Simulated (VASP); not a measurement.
Crystal: Ca.

```xyz
1
Lattice="0.0000 2.7942 2.7942 2.7942 0.0000 2.7942 2.7942 2.7942 0.0000" Properties=species:S:1:pos:R:3 pbc="T T T"
Ca    0.0000    0.0000    0.0000
```

- Program: VASP 6.6.1
- Task: single point
- Functional: PBE
- Potentials or basis: VASP PAW PBE potentials, release 64 (Ca_sv)
- Cutoff: 520 eV
- k mesh: 8 × 8 × 8
- Occupations: fermi-dirac, width 0.05 eV
- Spin: no spin polarisation

On this cell: pressure -0.5 GPa; band gap on the k mesh none (metal or under the smearing width).

The same run follows on a disturbed copy (cell strained at random at fixed volume):

```
Ca
1.0
     0.02261    2.80956    2.74477
     2.75250    0.03962    2.72775
     2.84984    2.88989   -0.05772
Ca
1
Direct
  0.99927 0.00324 0.99894
```

Q: What changes?

A: The energy (extrapolated to zero smearing) moves by +4.9 meV/atom; pressure -0.5 GPa; band gap on the k mesh none (metal or under the smearing width).

Stress tensor (GPa, compression positive):
```
-0.51 -0.61  0.41
-0.61 -0.62  0.26
 0.41  0.26 -0.47
```
